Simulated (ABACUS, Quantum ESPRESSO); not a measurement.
Given: the input of a run of ABACUS 3.10.1 on Ba (Barium). 

INPUT

```
INPUT_PARAMETERS
suffix              Ba
calculation         scf
basis_type          pw
pseudo_dir          ./
symmetry            1
dft_functional      pbe
ecutwfc             40
pseudo_rcut         10
nspin               1
nbands              15
ks_solver           dav
smearing_method     fd
smearing_sigma      0.00367493
scf_thr             1e-08
scf_nmax            100
mixing_type         broyden
mixing_beta         0.7
cal_force           1
cal_stress          1
ecutrho             320
out_chg             1
out_pot             2
out_elf             0
kpar                4
```

STRU

```
ATOMIC_SPECIES
Ba 137.3270 ba_pbe_v1.uspp.F.UPF

LATTICE_CONSTANT
1.8897261246

LATTICE_VECTORS
-2.5065000000 2.5065000000 2.5065000000
2.5065000000 -2.5065000000 2.5065000000
2.5065000000 2.5065000000 -2.5065000000

ATOMIC_POSITIONS
Direct

Ba
0.0
1
0.0000000000 0.0000000000 0.0000000000 1 1 1
```

KPT

```
K_POINTS
0
Gamma
6 6 6 0 0 0
```

Potentials or basis: GBRV ultrasoft 1.5 PBE, plane waves.

The run is started by

```sh
$ OMP_NUM_THREADS=1 mpirun -np 4 abacus > log
```

**Question.** What does the same run look like in Quantum ESPRESSO 7.5? Potentials or basis there: SG15 PBE 1.2, cutoff 599 eV.

**Answer.** As run (cutoffs and basis follow the program's own potentials, and thresholds, step limits or extra output files can differ):

The input pw.in:

```
&CONTROL
  calculation = 'scf'
  prefix = 'pwscf'
  outdir = './tmp'
  pseudo_dir = './pseudo'
  tprnfor = .true.
  tstress = .true.
  disk_io = 'nowf'
/
&SYSTEM
  ibrav = 0
  nat = 1
  ntyp = 1
  ecutwfc = 44
  nbnd = 10
  occupations = 'smearing'
  smearing = 'fd'
  degauss = 0.00367493
/
&ELECTRONS
  conv_thr = 2d-10
  electron_maxstep = 120
  mixing_beta = 0.5
/
ATOMIC_SPECIES
Ba   137.3270 Ba_ONCV_PBE-1.2.upf
CELL_PARAMETERS angstrom
  -2.5065000000    2.5065000000    2.5065000000
   2.5065000000   -2.5065000000    2.5065000000
   2.5065000000    2.5065000000   -2.5065000000
ATOMIC_POSITIONS crystal
Ba     0.0000000000    0.0000000000    0.0000000000
K_POINTS automatic
6 6 6 0 0 0
```

Potentials or basis: SG15 PBE 1.2.

Run with:

```sh
$ OMP_NUM_THREADS=1 mpirun -n 2 pw.x -nk 2 -in pw.in > pw.out
```

Both were run:

|  | ABACUS | Quantum ESPRESSO |
| --- | --- | --- |
| Pressure | 0.1 GPa | 0.1 GPa |

Pressure is positive in compression.
